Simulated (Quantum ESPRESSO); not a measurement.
Runs of Quantum ESPRESSO 7.5 on CsI. Symmetry: Pm-3m, No. 221, cubic system. Conventional cell: a = 4.567 Å, b = 4.567 Å, c = 4.567 Å, α = 90.00°, β = 90.00°, γ = 90.00°. Around Cs (site symmetry m-3m) lie 8 I at 3.95 Å. I (site symmetry m-3m) has 8 Cs at 3.95 Å as nearest neighbours. 

| task | level | potentials or basis | spin | form of the LDA correlation | gap on the mesh (eV) | pressure (GPa) |
| --- | --- | --- | --- | --- | --- | --- |
| band structure | PBE | PseudoDojo 0.4.1 SR PBE standard | off | - | 3.88 | 0.7 |
| band structure | PBEsol | PseudoDojo 0.4.1 SR PBEsol standard | off | - | (c) | -0.5 |
| band structure | LDA | PseudoDojo 0.4.1 SR LDA standard | off | PW92 | (a) | (b) |
| band structure | PBE | PseudoDojo 0.4 FR PBE standard | SOC, no magnetisation | - | 3.64 | 0.8 |

Alike in all rows: cell as given; k mesh 6 × 6 × 6; cutoff (eV) 952; smearing fermi-dirac 0.05 eV.

**Question.** Estimate the missing entries.

**Answer.** (a) 3.53; (b) -1.4; (c) 3.71.

Caveats: spin-orbit coupling is left out, which moves the levels of the heavy elements (some runs); some levels on the path didn't converge (some runs).

A k mesh can miss the band edges, and rows without SOC leave out spin-orbit coupling on Cs, I.
